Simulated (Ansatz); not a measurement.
Runs of Ansatz 0.2.0 on HfB2. It takes space group P6/mmm (No. 191, hexagonal). Conventional cell: a = 3.140 Å, b = 3.140 Å, c = 3.480 Å, α = 90.00°, β = 90.00°, γ = 120.00°. Hf (site symmetry 6/mmm) has 12 B at 2.51 Å as nearest neighbours. B (site symmetry -6m2) has 3 B at 1.81 Å as nearest neighbours. 

```tsv
task	level	spin	U	cell	points for each segment of the path	hubbard projectors	double counting	gap on the mesh (eV)	pressure (GPa)	relaxed volume (Å³/atom)
band structure	PBE	SOC, no magnetisation	-	as given	14	-	-	none	1.0	-
relaxation of cell and atoms	PBE+U	off	Hf d U = 8 eV	relaxed	-	ortho-atomic (the default)	fll (the default)	none	0.0	(b)
relaxation of cell and atoms	PBE+U	off	Hf d U = 4 eV	relaxed	-	ortho-atomic (the default)	fll (the default)	none	0.0	10.14
relaxation of cell and atoms	PBE+U	off	Hf d U = 2 eV	relaxed	-	ortho-atomic (the default)	fll (the default)	none	0.0	10.04
relaxation of cell and atoms	PBE+U	off	Hf d U = 3 eV	relaxed	-	ortho-atomic (the default)	fll (the default)	none	0.0	10.09
relaxation of cell and atoms	PBE+U	off	Hf d U = 5 eV	relaxed	-	ortho-atomic (the default)	fll (the default)	none	0.0	10.19
band structure	PBE	off	-	as given	14	-	-	none	1.4	-
relaxation of cell and atoms	PBE+U	off	Hf d U = 6 eV	relaxed	-	ortho-atomic (the default)	fll (the default)	none	0.0	(a)
relaxation of cell and atoms	PBE+U	off	Hf d U = 1 eV	relaxed	-	ortho-atomic (the default)	fll (the default)	none	0.0	10.00
relaxation of cell and atoms	PBE	off	-	relaxed	-	-	-	none	0.0	9.96
```

Alike in all rows: potentials or basis Ansatz PAW; k mesh 10 × 10 × 8; cutoff (eV) 420; smearing fermi-dirac 0.05 eV.

Fill in the values left out.

(a) 10.25; (b) 10.38.

Caveats: the plane-wave basis is chosen anew once the cell has moved, so the energies of steps on either side of that aren't comparable (some runs); U without spin polarisation on a metal has little footing (some runs); the U is typed as a test and isn't derived for this compound (some runs); spin-orbit coupling is left out, which moves the levels of the heavy elements (some runs).

A k mesh can miss the band edges, and rows without SOC leave out spin-orbit coupling on Hf.

A gap of «none» marks a metal or a gap under the smearing width.
